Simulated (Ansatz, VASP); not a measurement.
**Al2Au: VASP beside Ansatz**

```
CELL_PARAMETERS angstrom
0.00000 3.12821 3.12821
3.12821 0.00000 3.12821
3.12821 3.12821 0.00000
ATOMIC_POSITIONS crystal
Al 0.25000 0.25000 0.25000
Al 0.75000 0.75000 0.75000
Au 0.00000 0.00000 0.00000
```

Alike in both runs: task single point; functional PBE; k mesh 12 × 12 × 12; occupations gaussian, width 0.1 eV; no spin polarisation.

```csv
,VASP,Ansatz
version,VASP 6.6.1,Ansatz 0.2.0
potentials or method,"VASP PAW PBE potentials, release 64 (Al, Au)","scalar-relativistic, plane waves, PAW"
plane-wave cutoff (eV),520,420
valence electrons in the cell,17,25
```

Ansatz gave:

| Quantity | Value |
| --- | --- |
| gap on the k mesh at the Fermi level (eV) | none |
| pressure (GPa) | -7.9 |

Question: Estimate VASP's values.

Answer: gap on the k mesh at the Fermi level (eV): none; pressure (GPa): -8.0.

A gap of «none» marks a metal or a gap that the smearing closes. The two sets of potentials don't hold the same shells in valence.

The runs have no spin-orbit coupling, so splittings on Au are missing.
